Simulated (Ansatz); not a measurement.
The system is Ag.

```xyz
1
Lattice="0.0000 2.0427 2.0427 2.0427 0.0000 2.0427 2.0427 2.0427 0.0000" Properties=species:S:1:pos:R:3 pbc="T T T"
Ag    0.0000    0.0000    0.0000
```

Below is the output of Ansatz 0.2.0 for this cell. Logs are shortened: lines on timing, memory, paths and dates and some standing lists are left out, and cuts for length are marked.

```text
Warning: RAYON_NUM_THREADS=2 ignored (pool sized by the plan → 2); use --threads N
scf.n_extra_bands = 6 over 10 filled bands (N_el = 19.0): the run solves 16 bands
Engine: ansatz 0.2.0, x86_64-unknown-linux-gnu
Pseudopotentials: kind: paw
Pseudopotential: Ag, paw, valence charge 19, recommended cutoff 420 eV (normal), Ag.paw.azcp
Functional definition: SPW92
  exchange = slater_x
  correlation = pw_c
Crystal: 1 atoms, lattice volume = 17.048 Å³
Basis set: ecut = 420 eV, 331 PW (Γ)
Bands: 16, of which v1, the nominal top of the filled ones, is band 10 counted from 1 (9 counted from 0)
Symmetry: 48 space group operations
Space group: Fm-3m (ITA 225), of the structure as read, at distance tolerance 2.6e-5 Å
k-points: 16 of 216
Non-local potential: Ag, projectors of the file, l = 0: 3, l = 1: 2, l = 2: 2, l = 3: 1
PAW form: soft (Blöchl's): semilocal exchange-correlation on the pseudo side does not see the compensation charge
PAW frozen core: Ag, regenerated for the run's functional, and the local potential with it (the file was generated under x = pbe(κ = 0.804, μ = 0.2195149727645171), c = pbe(β = 0.06672455060314922))
PAW one-centre angular grid: Ag, 590 points (default); XC on 64 Gauss nodes
Initial density: superposition of atomic densities (neutral atoms: chi_scale 0, normalization atom), corrected by the library's trained network
Initial wavefunctions: pseudopotential atomic-orbital guess
Functional: x = slater, c = lda
SCF iter   1: F=—  HF=-7458.069709 eV  |F-HF|=—  |Δ(HF+E_count)|=         —  Δρ=1.35e-2  dr2=2.65e-2  ethr=1.77e-3  ⟨swp⟩=4.6  Hψ=1240  notcnv=0
preconditioner: auto → none  [insulator: Δε(μ)=0.752 eV  Ē_g=19.818 eV  σ=0.050 eV  W_gap=0.63  n_scr=8 (ndim 8)  ℏωp=29.8 eV  f_vac=0.000  D(μ)=1.05/eV (n_scr^D=14)  ε∞_Penn≈3.3]
SCF iter   2: F=—  HF=-7458.062601 eV  |F-HF|=—  |Δ(HF+E_count)|=   7.11e-3  Δρ=6.76e-3  dr2=4.73e-3  ethr=1.39e-4  ⟨swp⟩=2.8  Hψ=577  notcnv=0  defer=29
SCF iter   3: F=—  HF=-7458.061117 eV  |F-HF|=—  |Δ(HF+E_count)|=   1.48e-3  Δρ=2.02e-3  dr2=1.44e-4  ethr=2.49e-5  ⟨swp⟩=2.2  Hψ=362  notcnv=0  defer=29
SCF iter   4: F=—  HF=-7458.061094 eV  |F-HF|=—  |Δ(HF+E_count)|=   2.22e-5  Δρ=1.72e-4  dr2=3.83e-6  ethr=7.58e-7  ⟨swp⟩=1.9  Hψ=254  notcnv=0  defer=29
SCF iter   5: F=—  HF=-7458.061056 eV  |F-HF|=—  |Δ(HF+E_count)|=   3.86e-5  Δρ=2.02e-5  dr2=5.13e-8  ethr=2.01e-8  ⟨swp⟩=2.1  Hψ=315  notcnv=0  defer=29
SCF iter   6: F=-7458.061056 eV  HF=-7458.061056 eV  |F-HF|=5.21e-10  |Δ(HF+E_count)|=   1.33e-8  Δρ=2.32e-6  dr2=6.68e-10  ethr=2.70e-10  ⟨swp⟩=5.1  Hψ=983  notcnv=0
SCF 1 converged in 6 iterations: F = -7458.061056 eV  dr2 = 6.68e-10
  greatest PAW one-centre occupation: 1.002 electrons in one spin orbital (limit 2), on the Ag atom at site 0 (counted from 0), in its partial waves of l = 0
NSCF: frozen V_eff on 35 k-points
SCF converged after 6 iterations
Free energy (F): -7458.061056 eV
Harris-Foulkes:  -7458.061056 eV  (|F-HF|=5.21e-10)
Internal energy: -7458.053563 eV  (E = F + TS)
E sigma→0 (E₀):  -7458.057309 eV
Entropy (-TS):   -0.007493 eV (-7.493 meV/atom)
Fermi energy:    16.765150 eV
--- Per-component energies (eV) ---
  E_band       = -240.115623
  E_kinetic    = 527.363979
  E_local      = -2197.481034  (includes V_loc(G=0)·N_el)
  E_nonlocal   = 86.440947
  E_hartree    = 995.606874
  E_xc         = -183.693742
  E_vxc        = -234.620184  (∫ρ·V_xc dr)
  E_paw        = -3770.192729  (= ΣΔE_a)
  E_vpaw       = -413.034938  (= ΣTr[D̂ρ^β])
  E_aug_tail   = 0.000272  (compensation charges beyond the density's cutoff)
  E_ewald      = -2916.822938
  E_core_change = 0.724807  (= ΣΔE_core)
  E_smearing   = -0.007493  (= −TS)
  E_closure    = -0.000000  (closes the sum)
  Σ components = -7458.061056   (vs F -7458.061056, Δ=0.00e0)
--- Forces (eV/Å), atoms counted from 1 ---
  atom   1  Ag    -0.00000000     0.00000000     0.00000000
  max |Σ_I F_I| component: 6.57e-32 eV/Å
--- Stress (GPa, compression-positive) ---
       -6.530380      -0.000000       0.000000
       -0.000000      -6.530380       0.000000
       -0.000000      -0.000000      -6.530380
  P = ⅓ Tr σ = -6.5304 GPa (-65.304 kbar)
--- Band table (eV; the first three rows and the last of 16) ---
  k-point 0: bands = ["-74.7951", "-38.2500", "-38.2500", "-38.2500", "9.0855", "12.2004", "12.2004", "12.2004", "13.2587", "13.2587", "32.8498", "36.3522", "36.3522", "36.3522", "41.5050", "42.2363"]
  k-point 1: bands = ["-74.7908", "-38.2918", "-38.2563", "-38.2563", "9.8874", "12.0908", "12.3790", "12.3790", "13.2309", "13.2309", "31.1733", "33.7535", "36.6081", "36.6081", "39.7273", "40.9746"]
  k-point 2: bands = ["-74.7821", "-38.3748", "-38.2689", "-38.2689", "10.6631", "12.3164", "12.3164", "13.5930", "13.6840", "13.6840", "24.8638", "32.8568", "35.7022", "35.7022", "39.6141", "39.6141"]
  k-point 15: bands = ["-74.7721", "-38.3846", "-38.3376", "-38.3146", "11.0658", "11.2402", "12.8107", "13.5078", "14.2764", "20.8736", "23.7099", "24.9028", "25.6489", "36.9161", "38.7426", "42.2700"]
```

Problem. What input gives this log?

Solution. Projected density of states with LDA, no spin polarisation. The files as run (others can give the same):

input.yaml
```yaml
crystal:
  lattice:
    - [0.0, 2.04275, 2.04275]
    - [2.04275, 0.0, 2.04275]
    - [2.04275, 2.04275, 0.0]
  atoms:
    - { symbol: Ag, position: [0.0, 0.0, 0.0] }
hamiltonian:
  xc: lda
  pseudopotentials: { kind: paw }
kpoints:
  mp_grid: { grid: [6, 6, 6] }
scf:
  occupations: { method: fermi_dirac, width: 0.05 }
  n_extra_bands: 6
output:
  forces: true
  stress: true
  eigenvalues: true
  dos: { projected: true, de: 0.05, nscf_kmesh: { grid: [9, 9, 9] } }
```

Potentials or basis: Ansatz PAW.
Command:
```sh
$ ansatz run input.yaml --threads 2 --pin off --max-ram 5632MiB --backend cpu --events-out ev --progress --plain --runs-dir out
```

Caveat: the k mesh is coarse (spacing up to 0.44 Å⁻¹), so the values aren't converged; the PAW data sets come from PBE, with cores solved anew for the run's functional, which leaves a small shift of forces and pressure.
